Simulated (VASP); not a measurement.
Here is a VASP 6.6.1 calculation.

File INCAR:

```
  PREC = Accurate
  ENCUT = 520
  EDIFF = 1E-6
  ISMEAR = 0
  SIGMA = 0.02
  LREAL = False
  LASPH = True
  NELM = 100
  ALGO = Normal
  ISIF = 2
  LWAVE = False
  LCHARG = False
  GGA = PE
  ICORELEVEL = 1
```

Contents of KPOINTS:

```
Automatic mesh
0
Gamma
  7 7 7
```

Contents of POSCAR:

```
CdTe
1.0
    0.0000000000      3.2050000000      3.2050000000
    3.2050000000      0.0000000000      3.2050000000
    3.2050000000      3.2050000000      0.0000000000
Te Cd
1 1
Direct
    0.7500000000      0.7500000000      0.7500000000
    0.0000000000      0.0000000000      0.0000000000
```

Potentials or basis: VASP PAW PBE potentials, release 64 (Te, Cd).

The run is started by

```sh
$ cat potpaw_PBE.64/Te/POTCAR potpaw_PBE.64/Cd/POTCAR > POTCAR
$ mpirun -np 1 vasp_std > vasp.out
```

(1) Predict the pressure.

(2) Estimate the band gap on the k mesh.

## Answers

(1) 4.4 GPa.

(2) 0.87 eV, direct.

Caveat: spin-orbit coupling is left out, which moves the levels of the heavy elements.

**Measured values to compare with.**

A printed reference work, data compilation reports, for a bulk crystal of CdTe at 0 K: band gap 1.607 eV.

A measured gap of CdTe is 1.607 eV (0 K; a printed reference work, data compilation); the calculated 0.87 eV misses it by -0.73 eV. Spin-orbit coupling on Cd, Te is left out. The value is that of PBE, without temperature or zero-point motion. Semilocal functionals fall short of measured gaps as a rule.
